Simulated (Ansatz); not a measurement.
## K: a film clamped to a substrate

Method: Ansatz, DFT PBE, scalar-relativistic, plane waves, PAW. The runs took a 420 eV cutoff, a Γ-centred 12×12×12 mesh and Gaussian smearing (0.15 eV). No spin polarisation. Energies are free energies at this smearing, counted from the undisturbed cell; pressure is positive in compression.

The undisturbed cell (as given, not relaxed at this level; it stands at 0.0 GPa; this simple cubic form isn't the usual structure):

```yaml
crystal:
  lattice:
    - [4.31044, 0.00000, 0.00000]
    - [0.00000, 4.31044, 0.00000]
    - [0.00000, 0.00000, 4.31044]
  atoms:
    - { symbol: K, position: [0.00000, 0.00000, 0.00000] }
```

The cell (1 atom, V0 = 80.09 Å³) is strained by p along both x and y and by q along z, fractional coordinates fixed. τp = (1/V0) ∂E/∂p = (σxx + σyy)(1 + p)(1 + q) and τq = (1/V0) ∂E/∂q = σzz(1 + p)², with tension positive.

| p | q | ΔE (meV/atom) | τp (GPa) | τq (GPa) |
| --- | --- | --- | --- | --- |
| 0.000 | 0.000 | 0.00 | 0.05 | 0.03 |
| -0.030 | 0.000 | 3.21 | -0.50 | 0.04 |
| 0.030 | 0.000 | 4.19 | 0.49 | 0.02 |
| 0.000 | -0.030 | 1.66 | 0.07 | -0.26 |
| 0.000 | 0.030 | 2.11 | 0.05 | 0.24 |

Question: Get the second derivatives of the energy density.

Answer: Central differences give A = ∂τp/∂p = 16.5 GPa (C11 + C22 + 2 C12), C = ∂τq/∂q = 8.4 GPa (C33) and the cross term B = ∂τq/∂p = -0.3 GPa (C13 + C23); ∂τp/∂q = -0.3 GPa must equal B, and any difference shows higher-order terms. Steps this large leave an error of some per cent of A or C in all of these, which can swamp a small B. The ions are clamped. In a cubic crystal C11 = C = 8.4, C12 = B/2 = -0.2 GPa and A should be 2(C11 + C12) = 16.5 GPa; the bulk modulus is (C11 + 2 C12)/3 = 2.7 GPa.

Question: A film of this crystal grows with z along the normal on a substrate that imposes p. How does its thickness respond, and what does the misfit cost?

Answer: Count p and q from the stress-free cell. A free surface needs τq = 0, so q = −(B/C) p = 0.04 p. The energy density left is (A − B²/C) p²/2 = M p², with the biaxial modulus M = 8.3 GPa; a misfit of 1 % costs 0.41 meV/atom, against 0.41 meV/atom if the thickness were held.

At p = -0.030 the energies along q are 4.7 (q = -0.030), 3.2 (q = 0.000), 5.5 (q = 0.030) meV/atom.

Question: Does the linear rule hold at this misfit?

Answer: A parabola through the lowest point and its neighbours has its minimum at q = -0.003, 3.2 meV/atom. With the stress left in the starting cell, τp0 and τq0, linear elasticity gives q = −(τq0 + Bp)/C = -0.004 and E = V0(τp0 p + τq0 q + Ap²/2 + Bpq + Cq²/2)/N = 2.9 meV/atom. The energies differ by more than a tenth, so the quadratic law fails here: the gap holds the anharmonic part, with some error from the wide steps. Cubic terms also shift the vertex of so wide a parabola.

In a metal these slopes depend on the k mesh and the smearing.